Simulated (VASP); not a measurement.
# From VASP inputs to Ansatz: GaP (zincblende)

INCAR

```
NBANDS = 16
LCHARG = .FALSE.
LWAVE = .FALSE.
NELM = 120
LASPH = .TRUE.
ISIF = 2
EDIFF = 1E-7
PREC = Accurate
LREAL = .FALSE.
GGA = PE
NSW = 0
SIGMA = 0.02
ENCUT = 520
IBRION = -1
ISMEAR = -1
```

KPOINTS

```
KPOINTS created by Atomic Simulation Environment
0
Gamma
8 8 8
0 0 0
```

KPOINTS_OPT

```
special points
7
Reciprocal
0.0000000000 0.0000000000 0.0000000000 1
-0.5000000000 -0.5000000000 0.0000000000 1
-0.3750000000 -0.3750000000 0.2500000000 1
-0.3750000000 0.0000000000 0.3750000000 1
0.0000000000 0.0000000000 0.5000000000 1
-0.5000000000 -0.2500000000 0.2500000000 1
0.0000000000 0.4244790000 0.4244790000 1
```

POSCAR

```
Ga P
 1.0000000000000000
    -0.0000000000000000    2.7253992946765000    2.7253992946765000
     2.7253992946765000    0.0000000000000000    2.7253992946765000
     2.7253992946765000    2.7253992946765000    0.0000000000000000
 Ga  P
   1   1
Cartesian
  0.0000000000000000 -0.0000000000000000 -0.0000000000000000
  1.3626996473382502  1.3626996473382502  1.3626996473382502
```

VASP ran with the recommended PBE PAW datasets (18 valence electrons in the cell).

Q: Write an Ansatz input for this cell and level of theory.

A: 

```yaml
crystal:
  lattice:
    - [0.0, 2.7253992947, 2.7253992947]
    - [2.7253992947, 0.0, 2.7253992947]
    - [2.7253992947, 2.7253992947, 0.0]
  atoms:
    - { symbol: Ga, position: [0.0, 0.0, 0.0] }
    - { symbol: P, position: [0.25, 0.25, 0.25] }
kpoints:
  mp_grid: { grid: [8, 8, 8] }
  band_path:
    path:
      - [0.0, 0.0, 0.0]
      - [-0.5, -0.5, 0.0]
      - [-0.375, -0.375, 0.25]
      - [-0.375, 0.0, 0.375]
      - [0.0, 0.0, 0.5]
      - [-0.5, -0.25, 0.25]
      - [0.0, 0.424479, 0.424479]
    npoints: 1
hamiltonian:
  xc: pbe
scf:
  occupations: { method: fermi_dirac, width: 0.02 }
  n_extra_bands: 4
output:
  forces: true
  stress: true
  eigenvalues: true
```

Other inputs would serve too.

|  | VASP | Ansatz |
| --- | --- | --- |
| gap between bands v and c | 1.59 eV | 1.59 eV |
| least direct gap | 1.83 eV | 1.83 eV |
| pressure | 2.5 GPa | 2.5 GPa |

Datasets and cutoffs are each program's own. VASP's cell holds 18 valence electrons and Ansatz's 18. Ansatz's stress includes a Pulay correction; VASP's doesn't.
